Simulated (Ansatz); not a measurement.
## Re in Ru(0001), 2x2: scattering by a point defect

Wanted: the reflection from a plane of defects, Re in Ru(0001), 2x2, and the resistivity it implies.

Method: Ansatz plane-wave DFT, PBE, PAW files; ballistic transport by layer matching (Landauer), zero bias; PAW set soft_1, in the first sound run; inputs show where later runs differ, in Ansatz 0.2.0.

## Step 1: The starting structure

The cell holds 64 atoms: 63 Ru and 1 Re. Cell: a = 5.412 Å, b = 5.412 Å, c = 34.255 Å, α = 90.0°, β = 90.0°, γ = 120.0°. It derives from Ru. Regions: lead, 40 atoms (40 Ru); scattering region, 24 atoms (23 Ru and 1 Re). The structure is stacked along c, and the current runs across the ab planes.

## Step 2: Transmission at ideal sites

The defect sits in one plane of the supercell, all atoms on ideal sites; the layers about the cell's end are the lead. The mesh across the current, 12×12, is finer than the density's, because channels open and close sharply across the zone. Energies from -0.1 to 0.1 eV in steps of 0.05 eV are too few for the program's thermal sum, so it prints no conductance; for a metal the transmission near the Fermi level serves, at a fraction of the cost.

File input.yaml:

```yaml
crystal:
  lattice:
    - [5.4116, 0.0, 0.0]
    - [-2.7058, 4.6865830751, 0.0]
    - [0.0, 0.0, 34.2552]
  atoms:
    - { symbol: Ru, position: [0.1666666667, 0.3333333333, 0.03125] }
    - { symbol: Ru, position: [0.1666666667, 0.8333333333, 0.03125] }
    - { symbol: Ru, position: [0.6666666667, 0.3333333333, 0.03125] }
    - { symbol: Ru, position: [0.6666666667, 0.8333333333, 0.03125] }
    - { symbol: Ru, position: [0.3333333333, 0.1666666667, 0.09375] }
    - { symbol: Ru, position: [0.3333333333, 0.6666666667, 0.09375] }
    - { symbol: Ru, position: [0.8333333333, 0.1666666667, 0.09375] }
    - { symbol: Ru, position: [0.8333333333, 0.6666666667, 0.09375] }
    - { symbol: Ru, position: [0.1666666667, 0.3333333333, 0.15625] }
    - { symbol: Ru, position: [0.1666666667, 0.8333333333, 0.15625] }
    - { symbol: Ru, position: [0.6666666667, 0.3333333333, 0.15625] }
    - { symbol: Ru, position: [0.6666666667, 0.8333333333, 0.15625] }
    - { symbol: Ru, position: [0.3333333333, 0.1666666667, 0.21875] }
    - { symbol: Ru, position: [0.3333333333, 0.6666666667, 0.21875] }
    - { symbol: Ru, position: [0.8333333333, 0.1666666667, 0.21875] }
    - { symbol: Ru, position: [0.8333333333, 0.6666666667, 0.21875] }
    - { symbol: Ru, position: [0.1666666667, 0.3333333333, 0.28125] }
    - { symbol: Ru, position: [0.1666666667, 0.8333333333, 0.28125] }
    - { symbol: Ru, position: [0.6666666667, 0.3333333333, 0.28125] }
    - { symbol: Ru, position: [0.6666666667, 0.8333333333, 0.28125] }
    - { symbol: Ru, position: [0.3333333333, 0.1666666667, 0.34375] }
    - { symbol: Ru, position: [0.3333333333, 0.6666666667, 0.34375] }
    - { symbol: Ru, position: [0.8333333333, 0.1666666667, 0.34375] }
    - { symbol: Ru, position: [0.8333333333, 0.6666666667, 0.34375] }
    - { symbol: Ru, position: [0.1666666667, 0.3333333333, 0.40625] }
    - { symbol: Ru, position: [0.1666666667, 0.8333333333, 0.40625] }
    - { symbol: Ru, position: [0.6666666667, 0.3333333333, 0.40625] }
    - { symbol: Ru, position: [0.6666666667, 0.8333333333, 0.40625] }
    - { symbol: Ru, position: [0.3333333333, 0.1666666667, 0.46875] }
    - { symbol: Ru, position: [0.3333333333, 0.6666666667, 0.46875] }
    - { symbol: Ru, position: [0.8333333333, 0.1666666667, 0.46875] }
    - { symbol: Ru, position: [0.8333333333, 0.6666666667, 0.46875] }
    - { symbol: Re, position: [0.1666666667, 0.3333333333, 0.53125] }
    - { symbol: Ru, position: [0.1666666667, 0.8333333333, 0.53125] }
    - { symbol: Ru, position: [0.6666666667, 0.3333333333, 0.53125] }
    - { symbol: Ru, position: [0.6666666667, 0.8333333333, 0.53125] }
    - { symbol: Ru, position: [0.3333333333, 0.1666666667, 0.59375] }
    - { symbol: Ru, position: [0.3333333333, 0.6666666667, 0.59375] }
    - { symbol: Ru, position: [0.8333333333, 0.1666666667, 0.59375] }
    - { symbol: Ru, position: [0.8333333333, 0.6666666667, 0.59375] }
    - { symbol: Ru, position: [0.1666666667, 0.3333333333, 0.65625] }
    - { symbol: Ru, position: [0.1666666667, 0.8333333333, 0.65625] }
    - { symbol: Ru, position: [0.6666666667, 0.3333333333, 0.65625] }
    - { symbol: Ru, position: [0.6666666667, 0.8333333333, 0.65625] }
    - { symbol: Ru, position: [0.3333333333, 0.1666666667, 0.71875] }
    - { symbol: Ru, position: [0.3333333333, 0.6666666667, 0.71875] }
    - { symbol: Ru, position: [0.8333333333, 0.1666666667, 0.71875] }
    - { symbol: Ru, position: [0.8333333333, 0.6666666667, 0.71875] }
    - { symbol: Ru, position: [0.1666666667, 0.3333333333, 0.78125] }
    - { symbol: Ru, position: [0.1666666667, 0.8333333333, 0.78125] }
    - { symbol: Ru, position: [0.6666666667, 0.3333333333, 0.78125] }
    - { symbol: Ru, position: [0.6666666667, 0.8333333333, 0.78125] }
    - { symbol: Ru, position: [0.3333333333, 0.1666666667, 0.84375] }
    - { symbol: Ru, position: [0.3333333333, 0.6666666667, 0.84375] }
    - { symbol: Ru, position: [0.8333333333, 0.1666666667, 0.84375] }
    - { symbol: Ru, position: [0.8333333333, 0.6666666667, 0.84375] }
    - { symbol: Ru, position: [0.1666666667, 0.3333333333, 0.90625] }
    - { symbol: Ru, position: [0.1666666667, 0.8333333333, 0.90625] }
    - { symbol: Ru, position: [0.6666666667, 0.3333333333, 0.90625] }
    - { symbol: Ru, position: [0.6666666667, 0.8333333333, 0.90625] }
    - { symbol: Ru, position: [0.3333333333, 0.1666666667, 0.96875] }
    - { symbol: Ru, position: [0.3333333333, 0.6666666667, 0.96875] }
    - { symbol: Ru, position: [0.8333333333, 0.1666666667, 0.96875] }
    - { symbol: Ru, position: [0.8333333333, 0.6666666667, 0.96875] }
kpoints:
  mp_grid: { grid: [5, 5, 1] }
hamiltonian:
  xc: pbe
  pseudopotentials: { kind: paw, azcp: { folder: soft_1 } }
scf:
  occupations: { method: fermi_dirac, width: 0.1 }
output:
  transmission: { leads: [[0, 8]], kmesh: [12, 12], e_range: [-0.1, 0.1], de: 0.05 }
  write_potential: true
  write_density: true
  volumetric_format: npy
  elf: true
```

On the command line:

```bash
$ ansatz run input.yaml --threads 4 --pin off --max-ram 15360MiB --backend cpu --events-out ev --progress --plain --runs-dir out
```

Numbers of over 12 decimals in the logs are rounded to 6 here.

Output:

```text
Engine: ansatz 0.2.0, x86_64-unknown-linux-gnu
Pseudopotentials: kind: paw
Pseudopotential: Ru, paw, valence charge 16, recommended cutoff 420 eV (normal), soft_1/Ru.paw.azcp
Pseudopotential: Re, paw, valence charge 15, recommended cutoff 420 eV (normal), soft_1/Re.paw.azcp
Functional definition: PBE
  parameter kappa = 0.804
  parameter beta = 0.066725
  exchange = pbe_x(kappa = kappa, mu = beta*pi^2/3)
  correlation = pbe_c(beta = beta)
Crystal: 64 atoms, lattice volume = 868.777 Å³
Basis set: ecut = 420 eV, 16909 PW (Γ)
Bands: 614, of which v1, the nominal top of the filled ones, is band 512 counted from 1 (511 counted from 0)
Symmetry: 12 space group operations
Space group: P-6m2 (ITA 187), of the structure as read, at distance tolerance 9.5e-5 Å
k-points: 5 of 25 (time reversal used)
Non-local potential: Ru, projectors of the file, l = 0: 3, l = 1: 2, l = 2: 2, l = 3: 1
Non-local potential: Re, projectors of the file, l = 0: 3, l = 1: 2, l = 2: 2, l = 3: 1
PAW form: soft (Blöchl's): semilocal exchange-correlation on the pseudo side does not see the compensation charge
PAW one-centre angular grid: Ru, 590 points (default); XC on 64 Gauss nodes
PAW one-centre angular grid: Re, 590 points (default); XC on 64 Gauss nodes
Initial density: superposition of atomic densities (chi_scale 0.1, normalization cell, long waves 91 % of neutral atoms (reshape's long-wave potential 1.91 eV rms, cloud 2.97 Å wide))
Initial wavefunctions: pseudopotential atomic-orbital guess
Functional: x = pbe(κ = 0.804, μ = 0.219515), c = pbe(β = 0.066725)
SCF iter   1: F=—  HF=-381275.412718 eV  |F-HF|=—  |Δ(HF+E_count)|=         —  Δρ=1.30e-1  dr2=5.78e2  ethr=3.10e-3  ⟨swp⟩=5.0  Hψ=9976  notcnv=0
preconditioner: auto → Kerker (q_TF=auto, 2.804 Å⁻¹)  [metal: Δε(μ)=0.007 eV  Ē_g=5.283 eV  σ=0.100 eV  W_gap=0.02  n_scr=348 (ndim 8)  ℏωp=28.5 eV  f_vac=0.000  D(μ)=52.53/eV (n_scr^D=510)]
SCF iter   2: F=—  HF=-381239.863031 eV  |F-HF|=—  |Δ(HF+E_count)|=    3.55e1  Δρ=6.27e-2  dr2=2.08e2  ethr=3.10e-3  ⟨swp⟩=2.0  Hψ=5671  notcnv=0  defer=35
SCF iter   3: F=—  HF=-381230.147761 eV  |F-HF|=—  |Δ(HF+E_count)|=    9.72e0  Δρ=1.02e-2  dr2=2.64e0  ethr=3.10e-3  ⟨swp⟩=2.0  Hψ=5160  notcnv=0  defer=39
SCF iter   4: F=—  HF=-381230.100173 eV  |F-HF|=—  |Δ(HF+E_count)|=   4.76e-2  Δρ=1.99e-3  dr2=1.75e0  ethr=2.58e-4  ⟨swp⟩=2.0  Hψ=4053  notcnv=0  defer=39
SCF iter   5: F=—  HF=-381230.089459 eV  |F-HF|=—  |Δ(HF+E_count)|=   1.07e-2  Δρ=7.25e-4  dr2=2.35e-1  ethr=1.71e-4  ⟨swp⟩=1.0  Hψ=3031  notcnv=0  defer=39
SCF iter   6: F=—  HF=-381230.088666 eV  |F-HF|=—  |Δ(HF+E_count)|=   7.93e-4  Δρ=2.21e-4  dr2=1.81e-2  ethr=2.30e-5  ⟨swp⟩=1.0  Hψ=3031  notcnv=0  defer=39
SCF iter   7: F=—  HF=-381230.088572 eV  |F-HF|=—  |Δ(HF+E_count)|=   9.39e-5  Δρ=4.92e-5  dr2=5.50e-5  ethr=1.77e-6  ⟨swp⟩=1.0  Hψ=3031  notcnv=0  defer=39
SCF iter   8: F=—  HF=-381230.090900 eV  |F-HF|=—  |Δ(HF+E_count)|=   2.33e-3  Δρ=1.31e-5  dr2=2.75e-5  ethr=5.37e-9  ⟨swp⟩=2.0  Hψ=4040  notcnv=0  defer=39
SCF iter   9: F=—  HF=-381230.090900 eV  |F-HF|=—  |Δ(HF+E_count)|=   1.42e-7  Δρ=3.82e-6  dr2=1.37e-6  ethr=2.69e-9  ⟨swp⟩=1.0  Hψ=3031  notcnv=0  defer=39
SCF iter  10: F=-381230.090900 eV  HF=-381230.090900 eV  |F-HF|=4.75e-8  |Δ(HF+E_count)|=   2.33e-8  Δρ=6.72e-7  dr2=4.94e-8  ethr=9.78e-12  ⟨swp⟩=7.2  Hψ=7194  notcnv=0
SCF 1 converged in 10 iterations: F = -381230.090900 eV  dr2 = 4.94e-8
  greatest PAW one-centre occupation: 1.000 electrons in one spin orbital (limit 2), on the Re atom at site 32 (counted from 0), in its partial waves of l = 0
transmission: 120 of 1197 steps passed
transmission: 240 of 1197 steps passed
[...]
transmission: 1197 of 1197 steps passed
SCF converged after 10 iterations
Free energy (F): -381230.090900 eV
Harris-Foulkes:  -381230.090900 eV  (|F-HF|=4.75e-8)
Internal energy: -381228.045499 eV  (E = F + TS)
E sigma→0 (E₀):  -381229.068200 eV
Entropy (-TS):   -2.045401 eV (-31.959 meV/atom)
Fermi energy:    23.417253 eV
--- Per-component energies (eV) ---
  E_band       = -3569.081432
  E_kinetic    = 29534.866296
  E_local      = -80724.008598  (includes V_loc(G=0)·N_el)
  E_nonlocal   = 26066.251821
  E_hartree    = 26787.443738
  E_xc         = -11078.327126
  E_vxc        = -13850.040307  (∫ρ·V_xc dr)
  E_paw        = -229299.223540  (= ΣΔE_a)
  E_vpaw       = -18171.083194  (= ΣTr[D̂ρ^β])
  E_aug_tail   = 0.039389  (compensation charges beyond the density's cutoff)
  E_ewald      = -142515.087480
  E_smearing   = -2.045401  (= −TS)
  E_closure    = 0.000000  (closes the sum)
  Σ components = -381230.090900   (vs F -381230.090900, Δ=0.00e0)
--- Band table (eV; the first three rows and the last of 5) ---
  k-point 0: bands = [... 508 lower, 24.1686, 24.1714, 24.1714, 24.1862, 24.2225, 24.2225, 24.3377, 24.3377, ... 98 higher]
  k-point 1: bands = [... 508 lower, 23.5590, 23.8897, 23.9019, 23.9435, 23.9471, 23.9581, 23.9608, 23.9956, ... 98 higher]
  k-point 2: bands = [... 508 lower, 23.1046, 23.1602, 23.2057, 23.2287, 23.2833, 23.2905, 23.4499, 23.4651, ... 98 higher]
  k-point 4: bands = [... 508 lower, 23.0345, 23.0705, 23.0765, 23.0801, 23.1253, 23.3980, 23.3989, 23.4072, ... 98 higher]
--- Transmission ---
  basis      : 223 plane waves across, 63 finite elements along
  points     : 19, standing for a mesh of 12 x 12
  energies   : 5 from -0.100000 to 0.100000 eV about the Fermi level, 0.050000 eV apart; the leads are filled to 0.000000 eV, and channels, transmission and decay are at 0.000000 eV
  crystal 0  : Ru8, at the sites [0, 8], period 4.2819 Å, over 32.11 Å; its Hamiltonian steps by up to 0.9 meV
    offset         : up to 0.0000 Å between an atom of the period and one for which it stands
    channels       : 5.930556e0 a spin
    conductance    : none, the energies end too early or step too widely for 300 K: set another output.transmission.e_range or a lower de, or, where they end at an eighth of basis.ecutwfc, a higher one
  junction   : crystal 0 to crystal 0, 1.44 to 31.42 Å
    transmission   : 5.224954e0 a spin
    conductance    : none, the energies end too early or step too widely for 300 K: set another output.transmission.e_range or a lower de, or, where they end at an eighth of basis.ecutwfc, a higher one
```

Elapsed: 6.6 min, on 4 threads of Intel Xeon Platinum 8259CL at 2.50GHz (Skylake/Cascade Lake), shared host; peak memory 8.2 GiB; 22 min of CPU time.

The column dr2 measures how far the density is from self-consistency, as an energy; F and HF (Harris–Foulkes) agree once it is small.

This run has no spin polarisation although its electron count is odd.

This step gave:

* free energy: -381230.0909 eV
* energy at zero smearing: -381229.0682 eV
* Fermi energy: 23.42 eV
* cell area: 25.36 Å²
* transmission per spin nearest the Fermi level: 5.225
* open channels per spin nearest the Fermi level: 5.931
* step of the lead's potential: 0.9 meV

Per spin. The transmission, zone mean by energy, zero at the Fermi level:

```csv
energy (eV),"transmission, zone mean"
-0.1000,5.20
-0.0500,5.27
0.0000,5.22
0.0500,5.19
0.1000,4.64
```

Per spin. The open channels, zone mean, lead by energy, zero at the Fermi level:

```csv
energy (eV),"open channels, zone mean, lead"
-0.1000,5.64
-0.0500,6.01
0.0000,5.93
0.0500,5.81
0.1000,5.22
```

Transmission over k1 and k2. At 0.0000 eV from the Fermi level.

Ten even steps from '0' (2.9) to '9' (11.7):
```
231001322112
012222210101
002433420011
002348432002
212389983212
332449994423
221238998321
020023484320
011002433420
010101222221
221122310013
320002320002
```
Columns: k1 (b1) from -0.5 to 0.417; rows upwards: k2 (b2) from -0.5 to 0.417.

Open channels over k1 and k2. At 0.0000 eV from the Fermi level.

Ten even steps from '0' (3.0) to '9' (12.0):
```
342112434224
122222221212
012444421022
112448442114
322489984223
342449994424
332248998422
141124484421
022012444421
121212222222
342243421124
331013331013
```
Columns: k1 (b1) from -0.5 to 0.417; rows upwards: k2 (b2) from -0.5 to 0.417.

Valence density in the ca plane at fractional y = 0.333, with atoms of Ru and Re within 0.2 Å of it. It is the smooth field of the valence electrons, not physical close to the nuclei.

Values in units of 1e0 e/Å³, 8 rows by 16 columns, each cell a mean:
```
0.4 0.3 1.2 0.8 0.4 0.4 0.8 1.2 0.4 0.4 0.5 1.5 0.4 0.4 0.4 1.5
2.6 1.1 0.6 0.5 1.8 1.9 0.5 0.6 1.1 2.6 0.5 0.7 0.6 2.9 0.6 0.7
7.9 3.3 0.3 0.4 5.5 5.8 0.4 0.3 3.1 8.0 0.6 0.3 1.4 8.9 1.4 0.3
2.9 1.3 0.5 0.5 2.1 2.2 0.5 0.5 1.2 3.0 0.5 0.6 0.7 3.3 0.7 0.6
0.4 0.3 1.2 0.8 0.4 0.4 0.8 1.2 0.4 0.4 0.5 1.5 0.4 0.4 0.4 1.5
2.6 1.1 0.6 0.5 1.8 1.9 0.5 0.6 1.1 2.3 0.5 0.7 0.6 2.9 0.6 0.7
7.9 3.3 0.3 0.4 5.5 5.8 0.4 0.3 2.6 5.7 0.6 0.3 1.4 8.9 1.4 0.3
2.9 1.3 0.5 0.5 2.1 2.2 0.5 0.5 1.2 2.6 0.5 0.6 0.7 3.3 0.7 0.6
```
Columns run along c (16.0 Å, from fractional 0.27 to 0.73 of the cell), rows up along a (5.4 Å). Atoms in or near the plane, at fractional coordinates: Ru at (0.28, 0.17), Ru at (0.28, 0.67), Ru at (0.41, 0.17), Ru at (0.41, 0.67), Re at (0.53, 0.17), Ru at (0.53, 0.67), Ru at (0.66, 0.17), Ru at (0.66, 0.67).

ELF in the ca plane at fractional y = 0.333, with atoms of Ru and Re within 0.2 Å of it. It is the smooth field of the valence electrons, not physical close to the nuclei.

Values, 8 rows by 16 columns, each cell a mean:
```
0.27 0.27 0.34 0.30 0.28 0.28 0.30 0.34 0.30 0.30 0.28 0.38 0.26 0.27 0.26 0.39
0.43 0.34 0.28 0.28 0.38 0.39 0.28 0.28 0.33 0.44 0.28 0.29 0.29 0.46 0.30 0.29
0.55 0.43 0.30 0.29 0.50 0.50 0.29 0.30 0.43 0.55 0.30 0.30 0.35 0.57 0.35 0.29
0.45 0.34 0.28 0.28 0.39 0.40 0.28 0.27 0.34 0.46 0.28 0.27 0.30 0.47 0.30 0.27
0.27 0.27 0.34 0.30 0.28 0.28 0.30 0.34 0.30 0.30 0.28 0.38 0.26 0.27 0.26 0.39
0.43 0.34 0.28 0.28 0.38 0.39 0.28 0.30 0.36 0.48 0.30 0.28 0.29 0.46 0.30 0.29
0.55 0.43 0.30 0.29 0.50 0.50 0.29 0.31 0.48 0.61 0.33 0.30 0.35 0.57 0.36 0.29
0.45 0.34 0.28 0.28 0.39 0.40 0.28 0.29 0.37 0.50 0.30 0.27 0.30 0.47 0.30 0.27
```
Columns run along c (16.0 Å, from fractional 0.27 to 0.73 of the cell), rows up along a (5.4 Å). Atoms in or near the plane, at fractional coordinates: Ru at (0.28, 0.17), Ru at (0.28, 0.67), Ru at (0.41, 0.17), Ru at (0.41, 0.67), Re at (0.53, 0.17), Ru at (0.53, 0.67), Ru at (0.66, 0.17), Ru at (0.66, 0.67).

Electrostatic potential energy in the ca plane at fractional y = 0.333, with atoms of Ru and Re within 0.2 Å of it. With pseudopotentials it is smooth inside the atoms' cores, unlike the true potential.

Values in eV, 8 rows by 16 columns, each cell a mean:
```
 20  22   3  10  21  21  11   2  21  19  17  -3  21  20  21  -3
-14   7  16  18  -3  -4  18  15   8 -14  19  13  16 -18  16  13
-57 -19  23  22 -39 -41  22  23 -17 -58  16  23   4 -65   3  23
-18   5  17  19  -7  -8  19  17   6 -18  19  16  15 -23  15  16
 20  22   3  10  21  21  11   2  21  19  17  -3  21  20  21  -3
-14   7  16  18  -3  -4  18  15   6 -14  18  13  16 -18  16  13
-57 -19  23  22 -39 -41  22  23 -14 -47  15  23   4 -65   3  23
-18   5  17  19  -7  -8  19  17   4 -17  18  16  15 -23  15  16
```
Columns run along c (16.0 Å, from fractional 0.27 to 0.73 of the cell; values clipped at the 3rd and 97th percentile), rows up along a (5.4 Å). Atoms in or near the plane, at fractional coordinates: Ru at (0.28, 0.17), Ru at (0.28, 0.67), Ru at (0.41, 0.17), Ru at (0.41, 0.67), Re at (0.53, 0.17), Ru at (0.53, 0.67), Ru at (0.66, 0.17), Ru at (0.66, 0.67).

Over the solved energies the transmission per spin lies between 4.64 and 5.27, out of 5.72 channels of the lead on average (up to 6.01).

## Step 3: Resistance at ideal sites

This step: Ansatz plane-wave DFT, PBE, PAW files; ballistic transport by layer matching (Landauer), zero bias; area resistance of the defect plane and resistivity an atomic per cent; PAW set soft_1 (Ansatz 0.2.0).

This step gave:

* area resistance: 0.07261 fΩ m²
* T over the leads' mean channel count: 0.8840
* resistivity per at.% scaled from this dense plane, with the factor 3/4 for isotropic scattering: 1.017 µΩ cm

Averaged over the energies near the Fermi level, 88.4 % of the channels pass, which makes 0.0726 fΩ m².

By hand, with T and the leads' channels N averaged over the energies near the Fermi level: RA = A (h/2e²)(1/T − 1/N) = 25.36×10⁻²⁰ m² × 12 906 Ω × (1/5.230 − 1/5.917) = 0.0726 fΩ m². Per atomic per cent: RA × A / V_atom × 0.01 × 3/4 = 1.02 µΩ cm, with the host's V_atom = 13.57 Å³.

(Continued in part 2 of 3.)

[Logs are printed without paths, hosts, clocks, repeated set-up lines and the standing remarks that a program may print on its own settings, such as how far it seeks lower states.]

[Hosts, paths, dates, database ids (printed as entryN), source tags and the programs' standing remarks are cut or masked in the printed files.]
